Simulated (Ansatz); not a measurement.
# Sn: experiment and calculation

**Experimental background.**

From “Unusual Valence State in the Antiperovskites Sr3SnO and Sr3PbO Revealed by X-ray Photoelectron Spectroscopy”, 2019, arxiv:1909.12270, for a bulk crystal of Sn: lattice constant a 6.489 Å.

The results are compared with them further down.

Level of theory: Ansatz 0.2.0, DFT PBE, scalar-relativistic, plane waves, PAW.

Settings: cutoff 420 eV, Γ-centred mesh 12×12×12 on the computed 2-atom cell, Gaussian smearing of 0.10 eV; no spin polarisation.

Relaxed structure, symmetry kept:

```
Sn
1.0
     0.00000    3.32732    3.32732
     3.32732    0.00000    3.32732
     3.32732    3.32732    0.00000
Sn
2
Direct
  0.00000 0.00000 0.00000
  0.25000 0.25000 0.25000
```

- Space group: Fd-3m (No. 227)
- Volume per atom: 36.84 Å³
- Formation energy from the elements' standard states (uncorrected): 0.000 eV/atom
- Kohn–Sham band gap: none (metal)
- Density of states at the Fermi level: 0.12 states/eV per cell (so small that it hangs on the mesh: a semimetal, or crossings between mesh points)
- Löwdin character within 0.5 eV of the Fermi level: Sn 5p 79 %, Sn 5s 19 %
- Bulk modulus: 36 GPa
- Its pressure derivative: 4.8
- Bader charges (e): Sn (2 in the cell) 0.00

Measured lattice constant a of Sn: 6.489 Å (quoted in the paper above). This calculation gives 6.655 Å (+2.6 %). The calculation is for 0 K without zero-point motion.